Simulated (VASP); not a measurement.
# PbO (P4/nmm) in VASP: band structure with PBE

Aim: the band structure of PbO with PBE.

Program: VASP 6.6.1. These are calculated values, not measurements. Logs are shortened: lines on timing, memory, paths and dates and some standing lists are left out, and cuts for length are marked.

**1. The crystal as given**

The structure is tetragonal, space group P4/nmm (No. 129). Conventional cell: a = 3.990 Å, b = 3.990 Å, c = 5.010 Å, α = 90.00°, β = 90.00°, γ = 90.00°. Pb (site symmetry 4mm) has 4 O at 2.33 Å as nearest neighbours. O (site symmetry -4m2) has 4 Pb at 2.33 Å as nearest neighbours.

**2. Band structure, PBE**

Input file POSCAR:

```
PbO
1.0
    3.9900000000      0.0000000000      0.0000000000
    0.0000000000      3.9900000000      0.0000000000
    0.0000000000      0.0000000000      5.0100000000
Pb O
2 2
Direct
    0.0000000000      0.5000000000      0.2400000000
    0.5000000000      0.0000000000      0.7600000000
    0.0000000000      0.0000000000      0.0000000000
    0.5000000000      0.5000000000      0.0000000000
```

Input file INCAR.step1:

```
SYSTEM = PbO
PREC = Accurate
ENCUT = 520
EDIFF = 1E-7
ISMEAR = 0
SIGMA = 0.02
LREAL = .False.
LASPH = .True.
NELM = 100
ALGO = Normal
ISIF = 2
LWAVE = .False.
LCHARG = .True.
GGA = PE
NBANDS = 28
```

Input file KPOINTS.step1:

```
Automatic mesh
0
Gamma
  8 8 6
  0 0 0
```

Input file INCAR.step2:

```
SYSTEM = PbO
PREC = Accurate
ENCUT = 520
EDIFF = 1E-7
ISMEAR = 0
SIGMA = 0.05
LREAL = .False.
LASPH = .True.
NELM = 100
ALGO = Normal
ISIF = 2
LWAVE = .False.
LCHARG = .False.
GGA = PE
NBANDS = 28
ICHARG = 11
```

Input file KPOINTS.step2:

```
path GXMGZRAZ,XR,MA
10
line-mode
reciprocal
 0.0000000000  0.0000000000  0.0000000000  G
 0.0000000000  0.5000000000  0.0000000000  X

 0.0000000000  0.5000000000  0.0000000000  X
 0.5000000000  0.5000000000  0.0000000000  M

 0.5000000000  0.5000000000  0.0000000000  M
 0.0000000000  0.0000000000  0.0000000000  G

 0.0000000000  0.0000000000  0.0000000000  G
 0.0000000000  0.0000000000  0.5000000000  Z

 0.0000000000  0.0000000000  0.5000000000  Z
 0.0000000000  0.5000000000  0.5000000000  R

 0.0000000000  0.5000000000  0.5000000000  R
 0.5000000000  0.5000000000  0.5000000000  A

 0.5000000000  0.5000000000  0.5000000000  A
 0.0000000000  0.0000000000  0.5000000000  Z

 0.0000000000  0.5000000000  0.0000000000  X
 0.0000000000  0.5000000000  0.5000000000  R

 0.5000000000  0.5000000000  0.0000000000  M
 0.5000000000  0.5000000000  0.5000000000  A
```

Potentials or basis: VASP PAW PBE potentials, release 64 (Pb_d, O).

Started as:

```bash
cat potpaw_PBE.64/Pb_d/POTCAR potpaw_PBE.64/O/POTCAR > POTCAR
cp INCAR.step1 INCAR
cp KPOINTS.step1 KPOINTS
mpirun -np 1 vasp_std > vasp.out
cp INCAR.step2 INCAR
cp KPOINTS.step2 KPOINTS
mpirun -np 1 vasp_std > vasp.out
```

OUTCAR:

```text
SYSTEM = PbO
   PREC = Accurate
   ENCUT = 520
   EDIFF = 1E-7
   ISMEAR = 0
   LREAL = .False.
   LASPH = .True.
   NELM = 100
   ISIF = 2
   GGA = PE
   ICHARG = 11

 ion  position               nearest neighbor table
   1  0.000  0.500  0.240-   3 2.33   4 2.33   3 2.33   4 2.33   2 3.71   2 3.71   2 3.71   2 3.71
                             2 3.84   2 3.84   2 3.84   2 3.84
   2  0.500  0.000  0.760-   3 2.33   4 2.33   4 2.33   3 2.33   1 3.71   1 3.71   1 3.71   1 3.71
                             1 3.84   1 3.84   1 3.84   1 3.84
   3  0.000  0.000  0.000-   1 2.33   2 2.33   1 2.33   2 2.33
   4  0.500  0.500  0.000-   1 2.33   2 2.33   2 2.33   1 2.33

  LATTYP: Found a simple tetragonal cell.
 ALAT       =     3.9900000000
 C/A-ratio  =     1.2556390977

  Lattice vectors:

 A1 = (   3.9900000000,   0.0000000000,   0.0000000000)
 A2 = (   0.0000000000,   3.9900000000,   0.0000000000)
 A3 = (   0.0000000000,   0.0000000000,   5.0100000000)

Analysis of symmetry for initial positions (statically):
=====================================================================
 Subroutine PRICEL returns:
 Original cell was already a primitive cell.

 Routine SETGRP: Setting up the symmetry group for a
 simple tetragonal supercell.

 Subroutine GETGRP returns: Found 16 space group operations
 (whereof  8 operations were pure point group operations)
 out of a pool of 16 trial point group operations.

The static configuration has the point symmetry D_2d.
 The point group associated with its full space group is D_4h.

Analysis of symmetry for dynamics (positions and initial velocities):
=====================================================================
 Subroutine PRICEL returns:
 Original cell was already a primitive cell.

 Routine SETGRP: Setting up the symmetry group for a
 simple tetragonal supercell.

 Subroutine GETGRP returns: Found 16 space group operations
 (whereof  8 operations were pure point group operations)
 out of a pool of 16 trial point group operations.

The dynamic configuration has the point symmetry D_2d.
 The point group associated with its full space group is D_4h.

 Subroutine INISYM returns: Found 16 space group operations
 (whereof  8 operations are pure point group operations),
 and found     1 'primitive' translations

----------------------------------------------------------------------------------------

                                     Primitive cell

  volume of cell :      79.7597

[... 85 lines left out ...]
   EDIFF  = 0.1E-06   stopping-criterion for ELM
   LREAL  =      F    real-space projection
   EDIFFG = 0.1E-05   stopping-criterion for IOM
   NSW    =      0    number of steps for IOM
   IBRION =     -1    ionic relax: 0-MD 1-quasi-New 2-CG
   NFREE  =      0    steps in history (QN), initial steepest desc. (CG)
   ISIF   =      2    stress and relaxation
   ISYM   =      2    0-nonsym 1-usesym 2-fastsym
   POTIM  = 0.5000    time-step for ionic-motion
   TEBEG  =    0.0;   TEEND  =   0.0 temperature during run
   PSTRESS=    0.0 pullay stress
   NELECT =      40.0000    total number of electrons
   NUPDOWN=      -1.0000    fix difference up-down
   EMIN   =  10.00;   EMAX   =-10.00  energy-range for DOS
   EFERMI =   0.00;   METHOD = LEGACY
   ISMEAR =     0;   SIGMA  =   0.05  broadening in eV -4-tet -1-fermi 0-gaus
   EFERMI_NEDOS =   21; number of points for ismear=-14 and -15
   IALGO  =     38    algorithm
   IMIX   =      4    mixing-type and parameters
     AMIX     =   0.40;   BMIX     =  1.00
     AMIX_MAG =   1.60;   BMIX_MAG =  1.00
  volume/ion in A,a.u.               =      19.94       134.56
  Fermi-wavevector in a.u.,A,eV,Ry     =   1.300670  2.457909 23.017539  1.691741
  Thomas-Fermi vector in A             =   2.431853
   LORBIT       =      0    0 simple, 1 ext, 2 COOP (PROOUT), +10 PAW based schemes
   GGA     = PE    functional components
   LHFCALC =     F    Hartree Fock is set to
   AEXX    =    0.0000 exact exchange contribution
   IVDW    =     0    specifies the selected vdW correction
   LEPSILON=     F    determine dielectric tensor
   LRPA    =     F    only Hartree local field effects (RPA)
 non-spin polarized calculation
 Gauss-broadening in eV      SIGMA  =   0.05
  energy-cutoff  :      520.00
  volume of cell :       79.76
 maximum number of plane-waves:      2194
 NGX is ok and might be reduce to    30

 number of electron      39.9999999 magnetization

 Free energy of the ion-electron system (eV)
  ---------------------------------------------------
  ext. energy  EPLUGINS =         0.00000000
  ---------------------------------------------------
  free energy    TOTEN  =       -21.05484112 eV

  energy without entropy =      -21.05484112  energy(sigma->0) =      -21.05484112

 E-fermi :   5.3260     XC(G=0):  -9.8282

 val. band max:        5.0810780601   @ k =   0.0556   0.0556   0.0000
 cond. band min:       6.2333386834   @ k =   0.5000   0.5000   0.0000
 fundamental gap:      1.1522606233
 Fermi energy:         5.3259597139

 k-point     1 :       0.0000    0.0000    0.0000
  band No.  band energies     occupation
      1     -13.1784      2.00000
      2     -12.6728      2.00000
      3     -10.9315      2.00000
      4     -10.9315      2.00000
      5     -10.8736      2.00000
      6     -10.8580      2.00000
[... 733 lines left out ...]
     27      13.1670      0.00000
     28      14.1425      0.00000

 [... further k-points ...]

------------------------ aborting loop because EDIFF is reached ----------------------------------------

  FORCE on cell =-STRESS in cart. coord.  units (eV):
  Direction    XX          YY          ZZ          XY          YZ          ZX
  --------------------------------------------------------------------------------------
  -------------------------------------------------------------------------------------
  Total        3.7697344      3.7697344      3.0525467      0.0000000      0.0000000      0.0000000
  in kB       75.7247443     75.7247443     61.3181973      0.0000000      0.0000000      0.0000000
  external PRESSURE =      70.9225620 kB  Pullay stress =       0.0000000 kB

 VOLUME and BASIS-vectors are now :
 -----------------------------------------------------------------------------
  energy-cutoff  :      520.00
  volume of cell :       79.76
      direct lattice vectors                 reciprocal lattice vectors
     3.990000000  0.000000000  0.000000000     0.250626566  0.000000000  0.000000000
     0.000000000  3.990000000  0.000000000     0.000000000  0.250626566  0.000000000
     0.000000000  0.000000000  5.010000000     0.000000000  0.000000000  0.199600798

 POSITION                                       TOTAL-FORCE (eV/Angst)
 -----------------------------------------------------------------------------------
      0.00000      1.99500      1.20240         0.000000      0.000000     -0.158423
      1.99500      0.00000      3.80760        -0.000000     -0.000000      0.158423
      0.00000      0.00000      0.00000        -0.000000      0.000000     -0.000000
      1.99500      1.99500      0.00000        -0.000000     -0.000000     -0.000000
 -----------------------------------------------------------------------------------
    total drift:                               -0.000000      0.000000      0.000000

  FREE ENERGIE OF THE ION-ELECTRON SYSTEM (eV)
  ---------------------------------------------------
  free  energy   TOTEN  =       -21.0548411188 eV

  energy  without entropy=      -21.0548411188  energy(sigma->0) =      -21.05484112
```

OSZICAR.step1:

```text
N       E                     dE             d eps       ncg     rms          rms(c)
DAV:   1     0.466502446443E+03    0.46650E+03   -0.19690E+04  3360   0.170E+03
DAV:   2     0.370686873678E+02   -0.42943E+03   -0.41151E+03  3488   0.455E+02
DAV:   3    -0.232512217552E+02   -0.60320E+02   -0.58832E+02  4248   0.184E+02
DAV:   4    -0.260203825914E+02   -0.27692E+01   -0.27555E+01  3952   0.409E+01
DAV:   5    -0.261009614581E+02   -0.80579E-01   -0.80571E-01  3796   0.752E+00    0.124E+01
DAV:   6    -0.216397277985E+02    0.44612E+01   -0.24477E+01  4948   0.393E+01    0.547E+00
DAV:   7    -0.214663006006E+02    0.17343E+00   -0.29316E+00  4100   0.122E+01    0.248E+00
DAV:   8    -0.214450352003E+02    0.21265E-01   -0.50490E-01  3644   0.463E+00    0.777E-01
DAV:   9    -0.214362193900E+02    0.88158E-02   -0.53860E-02  5440   0.187E+00    0.273E-01
DAV:  10    -0.214374001036E+02   -0.11807E-02   -0.11571E-02  3908   0.751E-01    0.916E-02
DAV:  11    -0.214372459477E+02    0.15416E-03   -0.22181E-03  5168   0.374E-01    0.637E-02
DAV:  12    -0.214372056185E+02    0.40329E-04   -0.32187E-04  4872   0.166E-01    0.200E-02
DAV:  13    -0.214372031146E+02    0.25039E-05   -0.45851E-05  3936   0.444E-02    0.394E-03
DAV:  14    -0.214372026635E+02    0.45115E-06   -0.25288E-06  4896   0.136E-02    0.134E-03
DAV:  15    -0.214372024262E+02    0.23733E-06   -0.17083E-07  2772   0.295E-03    0.329E-04
DAV:  16    -0.214372023996E+02    0.26547E-07   -0.32308E-08  2056   0.217E-03
   1 F= -.21437202E+02 E0= -.21437202E+02  d E =-.215890E-32
```

Wall time 3 min (1 thread of Intel Xeon Platinum 8375C at 2.90GHz (Ice Lake), shared host); peak memory 0.29 GiB.

What came out:

| Property | Result |
| --- | --- |
| Band gap on the k mesh | 1.16 eV, indirect (least direct gap 2.11 eV) |
| Band gap along the path | 1.15 eV, indirect (least direct gap 2.11 eV) |

Levels at the corners of the path, in eV from the valence-band top:
| point | band 18 | band 19 | band 20 | band 21 | band 22 | band 23 |
| --- | --- | --- | --- | --- | --- | --- |
| Γ | -1.57 | -1.57 | -0.01 | 2.41 | 5.54 | 5.54 |
| X | -2.90 | -1.64 | -1.64 | 3.38 | 3.38 | 6.61 |
| X | -2.90 | -1.64 | -1.64 | 3.38 | 3.38 | 6.61 |
| M | -1.66 | -0.96 | -0.96 | 1.15 | 1.15 | 5.26 |
| M | -1.66 | -0.96 | -0.96 | 1.15 | 1.15 | 5.26 |
| Γ | -1.57 | -1.57 | -0.01 | 2.41 | 5.54 | 5.54 |
| Γ | -1.57 | -1.57 | -0.01 | 2.41 | 5.54 | 5.54 |
| Z | -1.60 | -1.60 | -0.94 | 2.04 | 3.94 | 3.94 |
| Z | -1.60 | -1.60 | -0.94 | 2.04 | 3.94 | 3.94 |
| R | -2.87 | -0.98 | -0.98 | 3.08 | 3.08 | 6.24 |
| R | -2.87 | -0.98 | -0.98 | 3.08 | 3.08 | 6.24 |
| A | -2.26 | -0.96 | -0.96 | 3.41 | 3.41 | 4.77 |
| A | -2.26 | -0.96 | -0.96 | 3.41 | 3.41 | 4.77 |
| Z | -1.60 | -1.60 | -0.94 | 2.04 | 3.94 | 3.94 |
| X | -2.90 | -1.64 | -1.64 | 3.38 | 3.38 | 6.61 |
| R | -2.87 | -0.98 | -0.98 | 3.08 | 3.08 | 6.24 |
| M | -1.66 | -0.96 | -0.96 | 1.15 | 1.15 | 5.26 |
| A | -2.26 | -0.96 | -0.96 | 3.41 | 3.41 | 4.77 |

Caveat: the log is that of the step along the path at fixed density, whose energy, stress, charges and moments have no meaning; spin-orbit coupling is left out, which as a rule narrows the gap of such compounds by several tenths of an eV. As with any semilocal functional, this PBE gap is likely too small.
